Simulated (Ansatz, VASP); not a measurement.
**Ni: VASP beside Ansatz**

Contents of INCAR:

```
  PREC = Accurate
  ENCUT = 520
  EDIFF = 1E-6
  ISMEAR = 0
  SIGMA = 0.1
  LREAL = False
  LASPH = True
  NELM = 150
  ALGO = Normal
  ISIF = 2
  LWAVE = False
  LCHARG = True
  ISPIN = 2
  MAGMOM = 2 2 2 2
  LORBIT = 11
  LMAXMIX = 4
  GGA = PE
  LELF = True
  LVHAR = True
  NBANDS = 32
```

Contents of KPOINTS:

```
regular mesh
0
Gamma
  6 6 2
```

POSCAR

```
Ni
1.0
    2.7413960520      0.0000000000      0.0000000000
   -1.3706980260      2.3741186229      0.0000000000
    0.0000000000      0.0000000000     10.4332379614
Ni
4
Direct
    0.0000000000      0.0000000000      0.0000000000
    0.3333333333      0.6666666667      0.2500000000
    0.0000000000      0.0000000000      0.5000000000
    0.6666666667      0.3333333333      0.7500000000
```

Input for Ansatz:

```yaml
crystal:
  lattice:
    - [2.741396052, 0.0, 0.0]
    - [-1.370698026, 2.3741186229, 0.0]
    - [0.0, 0.0, 10.4332379614]
  atoms:
    - { symbol: Ni, position: [0.0, 0.0, 0.0], spin: 2.0 }
    - { symbol: Ni, position: [0.3333333333, 0.6666666667, 0.25], spin: 2.0 }
    - { symbol: Ni, position: [0.0, 0.0, 0.5], spin: 2.0 }
    - { symbol: Ni, position: [0.6666666667, 0.3333333333, 0.75], spin: 2.0 }
basis:
  ecutwfc: 420
kpoints:
  mp_grid: { grid: [6, 6, 2] }
hamiltonian:
  xc: pbe
scf:
  occupations: { method: gaussian, width: 0.1 }
  lower_state_search: "off"
output:
  forces: true
  stress: true
  eigenvalues: true
  populations: true
magnetization:
  spin_polarized: true
```

Alike in both runs: task single point; functional PBE; k mesh 6 × 6 × 2; occupations gaussian, width 0.1 eV; collinear spin.

```csv
,VASP,Ansatz
version,VASP 6.6.1,Ansatz 0.2.0
potentials or method,"VASP PAW PBE potentials, release 64 (Ni)","scalar-relativistic, plane waves, PAW"
plane-wave cutoff (eV),520,420
valence electrons in the cell,40,72
```

Ansatz gave:

- gap on the k mesh at the Fermi level (eV): none
- pressure (GPa): -27.7
- largest component of the traceless stress (GPa): 1.75
- net moment per atom (μB): 0.76
- size of the moment on the site where the two differ most (μB): 0.83

Estimate VASP's values.

gap on the k mesh at the Fermi level (eV): none; pressure (GPa): -27.2; largest component of the traceless stress (GPa): 1.79; net moment per atom (μB): 0.76; size of the moment on the site where the two differ most (μB): 0.81.

Site moments also hang on the region over which each program counts them. A gap of «none» marks a metal or a gap that the smearing closes. The two sets of potentials don't hold the same shells in valence.

Caveats: the k mesh is coarse (spacing up to 0.44 Å⁻¹), so the values aren't converged; so large a pressure means that the cell lies far from this level's equilibrium, or that cutoff or potentials fall short (VASP).
